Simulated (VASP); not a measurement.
Input of a VASP 6.6.1 run:

The input INCAR:

```
  PREC = Accurate
  ENCUT = 600
  EDIFF = 1E-7
  ISMEAR = 0
  SIGMA = 0.1
  LREAL = False
  LASPH = True
  NELM = 80
  ALGO = Normal
  ISIF = 3
  LWAVE = False
  LCHARG = False
  GGA = PE
  IVDW = 12
  IBRION = 2
  NSW = 90
  EDIFFG = -0.005
```

KPOINTS

```
Automatic mesh
0
Gamma
  18 18 18
```

The input POSCAR:

```
Ti
1.0
   -1.6532500000      1.6532500000      1.6532500000
    1.6532500000     -1.6532500000      1.6532500000
    1.6532500000      1.6532500000     -1.6532500000
Ti
1
Direct
    0.0000000000      0.0000000000      0.0000000000
```

Potentials or basis: VASP PAW PBE potentials, release 64 (Ti_sv).

Launch:

```console
$ cat potpaw_PBE.64/Ti_sv/POTCAR > POTCAR
$ mpirun -np 1 vasp_std > vasp.out
```

(1) What does it give for the relaxed cell?

(2) Predict the band gap on the k mesh.

## Answers

(1) a = 2.764 Å, b = 2.764 Å, c = 2.764 Å, α = 109.47°, β = 109.47°, γ = 109.47°.

(2) none (metal or under the smearing width).
